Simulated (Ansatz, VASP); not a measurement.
# SiO2 (Stishovite) in two plane-wave programs, part 2 of 2

One calculation is typed for both programs; each brings its own data sets. How far apart do they land? Of the first pair: The cell is taken from a series of runs on this material, whose earlier steps may have relaxed, scaled, displaced or heated it; both programs get it as it stands.

VASP 6.6.1 and Ansatz 0.2.0.

So far: The structure; VASP: relaxation of cell and atoms, PBEsol with D3(BJ); Ansatz: relaxation of cell and atoms, PBEsol with D3(BJ); Comparison.

## 5. Ansatz: relaxation of cell and atoms, BLYP

Level of this step: Ansatz beside VASP: Kohn-Sham DFT, plane waves, BLYP (Ansatz).

The relaxed volume is the usual yardstick between codes: in a stiff, nearly cubic crystal its relative difference is about their pressure difference at one cell divided by the bulk modulus.

The two relaxations start from unlike cells of this crystal, so only their ends are compared.

Contents of input.yaml:

```yaml
crystal:
  lattice:
    - [4.1773, 0.0, 0.0]
    - [0.0, 4.1773, 0.0]
    - [0.0, 0.0, 2.6652]
  atoms:
    - { symbol: Si, position: [0.0, 0.0, 0.0] }
    - { symbol: Si, position: [0.5, 0.5, 0.5] }
    - { symbol: O, position: [0.3059, 0.3059, 0.0] }
    - { symbol: O, position: [0.1941, 0.8059, 0.5] }
    - { symbol: O, position: [0.6941, 0.6941, 0.0] }
    - { symbol: O, position: [0.8059, 0.1941, 0.5] }
kpoints:
  mp_grid: { grid: [6, 6, 8] }
hamiltonian:
  xc: blyp
scf:
  occupations: { method: gaussian, width: 0.02 }
output:
  forces: true
  stress: true
  eigenvalues: true
basis:
  ecutwfc: 420.0
relax:
  adjacent_minimum: "off"
  f_tol: 0.005
  max_steps: 60
  cell: { stress_tol: 0.03 }
```

Launch:

```
> ansatz run input.yaml --threads 4 --pin off --max-ram 16384MiB --backend cpu --events-out ev --progress --plain --runs-dir out
```

Numbers of over 12 decimals in the logs are rounded to 6 here.

What it wrote:

```text
[...]
Crystal: 6 atoms, lattice volume = 46.507 Å³
Basis set: ecut = 420 eV, 913 PW (Γ), exchange–correlation on 60×60×36 points (8 copies of the dense FFT grid, shifted against one another)
Bands: 22, of which v1, the nominal top of the filled ones, is band 16 counted from 1 (15 counted from 0)
Symmetry: 16 space group operations
[...]
k-points: 50 of 288
[...]
cell:  # Å, volume = 49.2442 Å³
    - [4.269275, 0, 0]
    - [0, 4.269275, 0]
    - [0, 0, 2.701760]
  atoms:
    - { symbol: Si, position: [0, 0, 0] }
    - { symbol: Si, position: [0.5, 0.5, 0.500000] }
    - { symbol: O, position: [0.307994, 0.307994, 0] }
    - { symbol: O, position: [0.192006, 0.807994, 0.500000] }
    - { symbol: O, position: [0.692006, 0.692006, 0] }
    - { symbol: O, position: [0.807994, 0.192006, 0.500000] }
[key lines of the parts left out:]
SCF converged after 4 iterations
Free energy (F): -3561.706889 eV
Fermi energy:    12.427794 eV
P = ⅓ Tr σ = 0.0005 GPa (0.005 kbar)
```

## 6. VASP: relaxation of cell and atoms, BLYP

Its own start cell and the same functional (in two slightly different forms), mesh and smearing now go to VASP, with its own data sets.

Contents of INCAR:

```
SYSTEM = SiO2
PREC = Accurate
ENCUT = 600
EDIFF = 1E-07
NELM = 120
ISMEAR = 0
SIGMA = 0.02
LREAL = .FALSE.
ALGO = Normal
GGA = B5
ALDAX = 1
AGGAX = 1
AGGAC = 1
ALDAC = 0
NBANDS = 22
LORBIT = 11
LWAVE = .FALSE.
LCHARG = .FALSE.
ISIF = 3
IBRION = 2
NSW = 80
EDIFFG = -0.005
LASPH = .TRUE.
GGA_COMPAT = .FALSE.
NELMIN = 4
EFERMI = MIDGAP
KPAR = 2
```

Contents of POSCAR:

```
SiO2
1.0
    4.2702015726      0.0000000000      0.0000000000
    0.0000000000      4.2702015726      0.0000000000
    0.0000000000      0.0000000000      2.7092863885
Si O
2 4
Direct
    0.0000000000      0.0000000000      0.0000000000
    0.5000000000      0.5000000000      0.5000000000
    0.3077174721      0.3077174721      0.0000000000
    0.1922825279      0.8077174721      0.5000000000
    0.6922825279      0.6922825279      0.0000000000
    0.8077174721      0.1922825279      0.5000000000
```

Contents of KPOINTS:

```
Automatic mesh
0
Gamma
6 6 8
0 0 0
```

Potentials, in the order of the species: Si and O (PBE family, release 64).

Launch:

```
> mpirun -np 2 vasp_std
```

What it wrote:

```text
[banner, memory and clock lines left out]
running    2 mpi-ranks, on    1 nodes
[...]
[... a notice as in an earlier step ...]

 LDA part: xc-table for (Slater(with rela. corr.)+VWN5), standard interpolation
 POSCAR, INCAR and KPOINTS ok, starting setup
[...]
entering main loop
       N       E                     dE             d eps       ncg     rms          rms(c)
DAV:   1     0.171726389720E+03    0.17173E+03   -0.19413E+04  2208   0.156E+03
DAV:   2    -0.411213816974E+02   -0.21285E+03   -0.20405E+03  2960   0.321E+02
DAV:   3    -0.493239149569E+02   -0.82025E+01   -0.81699E+01  2794   0.636E+01
DAV:   4    -0.493856895118E+02   -0.61775E-01   -0.61751E-01  2698   0.640E+00
[...]
DAV:  12    -0.437643697769E+02   -0.40603E-06   -0.95292E-06  2638   0.218E-02    0.678E-03
DAV:  13    -0.437643697777E+02   -0.72623E-09   -0.11792E-06  2626   0.813E-03    0.137E-03
DAV:  14    -0.437643697331E+02    0.44532E-07   -0.13445E-07  1700   0.281E-03
   1 F= -.43764370E+02 E0= -.43764370E+02  d E =-.437644E+02
[...]
DAV:   5    -0.437643554081E+02    0.18734E-06   -0.52129E-07  2728   0.507E-03    0.116E-03
DAV:   6    -0.437643555600E+02   -0.15195E-06   -0.12376E-08  1358   0.854E-04    0.215E-04
DAV:   7    -0.437643555972E+02   -0.37172E-07   -0.31801E-09  1316   0.430E-04
   2 F= -.43764356E+02 E0= -.43764356E+02  d E =0.141359E-04
 trial-energy change:    0.000014  1 .order    0.000012   -0.000086    0.000109
 step:   0.4218(harm=  0.4407)  dis= 0.00007  next Energy=   -43.764388 (dE=-0.180E-04)
[...]
N       E                     dE             d eps       ncg     rms          rms(c)
DAV:   1    -0.437644863725E+02   -0.13081E-03   -0.27523E-03  2644   0.442E-01    0.801E-02
DAV:   2    -0.437643909811E+02    0.95391E-04   -0.33530E-04  2554   0.135E-01    0.160E-02
DAV:   3    -0.437643889162E+02    0.20650E-05   -0.14330E-05  2560   0.261E-02    0.737E-03
DAV:   4    -0.437643880105E+02    0.90569E-06   -0.99887E-07  2602   0.769E-03    0.260E-03
DAV:   5    -0.437643878668E+02    0.14366E-06   -0.16031E-07  1664   0.293E-03    0.524E-04
DAV:   6    -0.437643877756E+02    0.91168E-07   -0.26651E-08  1268   0.131E-03
   3 F= -.43764388E+02 E0= -.43764388E+02  d E =-.180425E-04
[...]
reached required accuracy - stopping structural energy minimisation
```

OUTCAR, selected parts (step 6):

```text
  Total       -0.0065208     -0.0065208     -0.0010837     -0.0000000      0.0000000      0.0000000
  in kB       -0.2115988     -0.2115988     -0.0351658     -0.0000000      0.0000000      0.0000000
  external PRESSURE =      -0.1527878 kB  Pullay stress =       0.0000000 kB

 POSITION                                       TOTAL-FORCE (eV/Angst)
 -----------------------------------------------------------------------------------
      4.26938     -0.00000      0.00000         0.000000     -0.000000     -0.000000
      2.13469      2.13469      1.35436         0.000000     -0.000000     -0.000000
      1.31384      1.31384      0.00000        -0.001336     -0.001336      0.000000
      0.82086      3.44853      1.35436         0.001336     -0.001336      0.000000
      2.95555      2.95555      0.00000         0.001336      0.001336     -0.000000
      3.44853      0.82086      1.35436        -0.001336      0.001336     -0.000000
 -----------------------------------------------------------------------------------
    total drift:                                0.000000     -0.000000      0.000000

  FREE ENERGIE OF THE ION-ELECTRON SYSTEM (eV)
  ---------------------------------------------------
  free  energy   TOTEN  =       -43.7643877756 eV

  energy  without entropy=      -43.7643877756  energy(sigma->0) =      -43.76438778

[... 2 parts as in an earlier step ...]

[... 2 further parts left out ...]
[key lines of the parts left out:]
E-fermi :  10.1546
```

## 7. Side by side

What differs besides the data sets and the points named for the pairs above, as far as they apply: VASP's log shows a relativistic correction to its local exchange, Ansatz's none. Total energies have different zeros and are not compared.

Both answers:

| quantity | Ansatz | VASP | difference |
| --- | --- | --- | --- |
| volume (Å³) | 49.24 | 49.37 | -0.26 % |
| edge a after relaxation, in the typed setting (Å) | 4.269 | 4.269 | +0.00 % |
| edge c after relaxation, in the typed setting (Å) | 2.702 | 2.709 | -0.25 % |

## 8. Summary of results

```yaml
difference_in_edge_c_after_relaxation_in_the_typed_setting_relaxation_of_cell_and_atoms_pbesol_with_d3_bj: -0.15 %
difference_in_volume_relaxation_of_cell_and_atoms_blyp: -0.26 %
```

The difference in volume is -0.26 % (relaxation of cell and atoms, BLYP), within the 1.2 % picked in this series as the mark of a large difference, as far as the stopping tolerances let one tell. Such differences can come from data sets, numerical settings and the points named under the comparisons, not from the functional's error against experiment.

[Lines on the potential files, build, host, timing and source positions are cut from VASP's logs without a mark.]

[Logs are printed without paths, hosts, clocks, repeated set-up lines and the standing remarks that a program may print on its own settings, such as how far it seeks lower states.]

[Hosts, paths, dates, database ids (printed as entryN), source tags and the programs' standing remarks are cut or masked in the printed files.]
